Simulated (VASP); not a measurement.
MoSe2:

```xyz
6
Lattice="3.2079 0.0000 0.0000 -1.6039 2.7781 0.0000 0.0000 0.0000 12.5666" Properties=species:S:1:pos:R:3 pbc="T T T"
Mo    0.0000    1.8521    3.1417
Mo    1.6039    0.9260    9.4250
Se    0.0000    1.8521    7.7870
Se    1.6039    0.9260    1.5037
Se    0.0000    1.8521   11.0630
Se    1.6039    0.9260    4.7797
```

The cell isn't the ideal one: a relaxed cell with its volume scaled by 0.96.

| Quantity | Value |
| --- | --- |
| Program | VASP 6.6.1 |
| Task | relaxation of shape and atoms at fixed volume |
| Functional | LDA |
| Potentials or basis | VASP PAW LDA potentials, release 64 (Mo_sv, Se) |
| Cutoff | 600 eV |
| k mesh | 9 × 9 × 2 |
| Occupations | gaussian, width 0.03 eV |
| Spin | no spin polarisation |

At the start: pressure 6.4 GPa; volume 18.66 Å³/atom.

Task: Where does the relaxation end?

Result: Over 5 steps the energy falls by 9.8 meV/atom; space group P6_3/mmc (No. 194, to 0.05 Å).

The path:
```csv
step,energy change (eV),largest force (eV/Å),pressure (GPa)
1,0.0000,0.6806,6.38
2,-0.0398,0.0190,3.11
3,-0.0405,0.0607,3.49
4,-0.0545,0.0357,2.88
5,-0.0588,0.0095,2.34
```

Final structure:
```yaml
crystal:
  lattice:
    - [3.22913, 0.00000, 0.00000]
    - [-1.61457, 2.79651, 0.00000]
    - [0.00000, 0.00000, 12.40157]
  atoms:
    - { symbol: Mo, position: [0.33333, 0.66667, 0.25000] }
    - { symbol: Mo, position: [0.66667, 0.33333, 0.75000] }
    - { symbol: Se, position: [0.33333, 0.66667, 0.61590] }
    - { symbol: Se, position: [0.66667, 0.33333, 0.11590] }
    - { symbol: Se, position: [0.33333, 0.66667, 0.88410] }
    - { symbol: Se, position: [0.66667, 0.33333, 0.38410] }
```
